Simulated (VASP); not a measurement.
W: single point with LDA

W:

```
W
1.0
    -1.60189    1.60189    1.60189
     1.60189   -1.60189    1.60189
     1.60189    1.60189   -1.60189
W
1
Direct
  0.00000 0.00000 0.00000
```

The cell isn't the ideal one: a relaxed cell with its volume scaled by 1.06.

```yaml
Program: VASP 6.6.1
Task: single point
Functional: LDA
Potentials_or_basis: VASP PAW LDA potentials, release 64 (W_sv)
Cutoff: 350 eV
k_mesh: 10 × 10 × 10
Occupations: gaussian, width 0.1 eV
Spin: no spin polarisation
```

* Pressure: -17.5 GPa
* Band gap on the k mesh: none (metal or under the smearing width)

Levels at points of the mesh, in eV from the Fermi level:
```csv
k point,band 3,band 4,band 5,band 6,band 7,band 8,band 9,band 10,band 11,band 12
"(0.00, 0.00, 0.00)",-37.79,-37.79,-9.47,-1.33,-1.33,-1.33,1.97,1.97,14.37,14.37
"(0.50, 0.00, 0.00)",-38.17,-37.80,-6.15,-3.54,0.59,1.85,2.76,5.67,10.36,11.35
"(0.50, 0.50, 0.50)",-38.61,-38.61,-5.69,-5.69,4.75,4.75,4.75,7.94,7.94,7.94
```

Wall time 2.6 s on 1 thread of Intel(R) Xeon(R) 6975P-C (Granite Rapids), with other jobs on the host, peak memory 0.11 GiB.

Caveat: so large a pressure means that the cell lies far from this level's equilibrium, or that cutoff or potentials fall short. The run has no spin-orbit coupling, so splittings on W are missing.
